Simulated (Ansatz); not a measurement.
**CsBr: what symmetry allows forces and stress to be**

```
CELL_PARAMETERS angstrom
4.14821 0.17144 -0.17144
0.17144 4.14821 -0.17144
-0.17144 -0.17144 4.14821
ATOMIC_POSITIONS crystal
Cs 0.96632 0.96632 0.03368
Br 0.53368 0.53368 0.46632
```

These are results of DFT PBE, scalar-relativistic, plane waves, PAW (Ansatz 0.2.0), not measurements.

Settings: cutoff 420 eV, Γ-centred mesh 6×6×6 on the computed 2-atom cell, Gaussian smearing of 0.02 eV; no spin polarisation.

This distorted cell has space group R3m, with 6 operations.

Question: Without a calculation: in which directions can each atom feel a force?

Answer: A force must be left unchanged by every operation that keeps its atom in place, so it lies in the space that those operations leave fixed. Atoms that the group maps onto each other feel forces of one size.
```
atom site symmetry operations at the site equivalent to atom allowed force (Cartesian)
 Cs1             3m                       6                   1  along (0.58, 0.58, -0.58)
 Br2             3m                       6                   2  along (0.58, 0.58, -0.58)
```

That leaves 2 independent force components of 6, tied by 1 condition that the forces sum to zero, so 1 remains. A relaxation in this cell that keeps the symmetry moves the atoms in these directions alone.

Question: And the stress tensor?

Answer: It must be invariant under the point group, which leaves 2 independent components: xx = yy, xx = zz, yy = zz, yz = xz. Further linear relations between components hold in this frame.

Question: Do the computed values obey this?

Answer: Yes. Forces (eV/Å):
```
Cs1  0.308  0.308 -0.308
Br2 -0.308 -0.308  0.308
```

Stress (GPa, compression positive, xx yy zz yz xz xy): 5.03 5.03 5.03 0.37 0.37 -0.37. The program imposes the same operations on density, forces and stress, so this confirms the analysis and is no independent test of the calculation.